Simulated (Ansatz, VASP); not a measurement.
Pb: VASP beside Ansatz

```xyz
1
Lattice="-1.9664 1.9664 1.9664 1.9664 -1.9664 1.9664 1.9664 1.9664 -1.9664" Properties=species:S:1:pos:R:3 pbc="T T T"
Pb    0.0000    0.0000    0.0000
```

Change from the starting cell: volume scaled by 0.98.

Alike in both runs: task single point; functional PBEsol; k mesh 9 × 9 × 9; occupations fermi-dirac, width 0.05 eV; no spin polarisation.

|  | VASP | Ansatz |
| --- | --- | --- |
| version | VASP 6.6.1 | Ansatz 0.2.0 |
| potentials or method | VASP PAW PBE potentials, release 64 (Pb_d), cutoff 520 eV | all-electron LAPW, scalar-relativistic |

Ansatz gave:

- gap on the k mesh at the Fermi level (eV): none
- pressure (GPa): -1.1

**Question.** Which values does VASP return?

**Answer.** gap on the k mesh at the Fermi level (eV): none; pressure (GPa): -1.2.

A gap of «none» marks a metal or a gap that the smearing closes. Ansatz ran all-electron here, so the differences hold the error of VASP's frozen core and of both bases.

Caveats: the PAW data sets were made with another functional, which shifts forces and pressure a little (VASP). Spin-orbit coupling is left out, which matters for the levels of Pb.
